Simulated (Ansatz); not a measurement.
Reaction (ligand exchange at the Al–C bond): `C[CH]([AlH2])CN` + `N[SiH2][GeH3]` → `[AlH2][NH][SiH2][GeH3]` + `CCCN`

Computed with Ansatz on PBE0-D4/def2-TZVP structures; ΔE is electronic, products minus reactants. CCSD(T)/CBS is the MP2 limit (def2-TZVPP, def2-QZVPP) plus CCSD(T) − MP2 in def2-TZVPP, frozen cores. Functionals use def2-TZVPP. B3LYP here is the variant with VWN-RPA as its local correlation; programs differ in this. For Ge outer-core shells are correlated without core-valence functions, which leaves a few kJ/mol of doubt a bond. Scalar relativity is left out up to krypton. Each species was taken in one conformer, which may not be the lowest.

`C[CH]([AlH2])CN`:

Z-matrix (Å, degrees):
```
C
C 1 1.530
H 1 1.096 2 111.2
H 1 1.093 2 112.0 3 119.7
H 1 1.095 2 112.3 3 -120.4
Al 2 1.966 1 113.4 3 -72.5
C 2 1.523 1 112.7 3 57.2
H 2 1.105 1 107.5 3 174.0
H 6 1.593 2 120.5 1 152.7
H 6 1.592 2 119.9 1 -29.7
N 7 1.458 2 111.9 1 63.5
H 7 1.105 2 108.8 1 -62.0
H 7 1.095 2 109.7 1 -177.6
H 11 1.013 7 110.6 2 175.6
H 11 1.012 7 110.5 2 -66.5
```

`N[SiH2][GeH3]`:

Cartesian coordinates in Å:
```
N -0.416 -1.211 1.269
Si 0.118 -0.835 -0.326
Ge 0.072 1.528 -0.595
H 0.003 -0.748 2.059
H -0.663 -2.160 1.501
H -0.821 -1.490 -1.275
H 1.491 -1.313 -0.680
H 0.880 2.211 0.526
H -1.363 2.078 -0.541
H 0.700 1.942 -1.938
```

`[AlH2][NH][SiH2][GeH3]`:

```xyz
12

Al    1.102   -1.817   -1.587
N     0.420   -1.161   -0.075
Si    0.601    0.418    0.609
Ge   -1.488    1.551    0.801
H     0.732   -3.309   -1.965
H     2.027   -0.872   -2.451
H    -0.175   -1.783    0.457
H     1.500    1.186   -0.293
H     1.226    0.374    1.963
H    -2.478    0.719    1.641
H    -2.128    1.769   -0.583
H    -1.339    2.924    1.481
```

`CCCN`:

```xyz
13

C     0.852    0.425    1.131
C     0.529   -0.666    0.124
C    -0.268   -0.170   -1.080
N    -1.588    0.372   -0.809
H     1.438    0.037    1.967
H     1.429    1.230    0.666
H    -0.056    0.866    1.551
H    -0.033   -1.470    0.615
H     1.459   -1.119   -0.237
H     0.309    0.604   -1.599
H    -0.384   -0.990   -1.795
H    -2.159   -0.308   -0.321
H    -1.529    1.189   -0.214
```

```
             level  ΔE (kJ/mol)  difference from CCSD(T)/CBS
            PBE-D4       -127.4                          7.4
         r2SCAN-D4       -136.0                         -1.2
           PBE0-D4       -129.6                          5.2
          B3LYP-D4       -136.0                         -1.2
           ωB97X-V       -132.7                          2.1
           ωB97M-V       -131.9                          2.9
            B2PLYP       -138.7                         -3.9
               PBE       -128.2                          6.6
            r2SCAN       -136.2                         -1.4
              PBE0       -130.3                          4.5
             B3LYP       -137.3                         -2.5
     HF/def2-TZVPP       -146.0                        -11.2
    MP2/def2-TZVPP       -137.3                         -2.5
SCS-MP2/def2-TZVPP       -139.3                         -4.5
   CCSD/def2-TZVPP       -138.0                         -3.2
CCSD(T)/def2-TZVPP       -137.1                         -2.3
     HF/def2-QZVPP       -146.3                        -11.5
    MP2/def2-QZVPP       -136.1                         -1.3
SCS-MP2/def2-QZVPP       -138.2                         -3.4
      HF/CBS(def2)       -146.4                        -11.6
     MP2/CBS(def2)       -135.0                         -0.2
    CCSD/CBS(def2)       -135.7                         -0.9
       CCSD(T)/CBS       -134.8                            0
```

Largest T1 diagnostic among the species: 0.012.

In def2-TZVPP, CCSD(T) changes the Hartree–Fock value by +8.8 kJ/mol (the triples alone add +0.9 kJ/mol) and MP2 by +8.6 kJ/mol.

CCSD(T)/CBS has its own doubt, a few kJ/mol and more with outer-core shells, so smaller differences from it don't rank the levels.
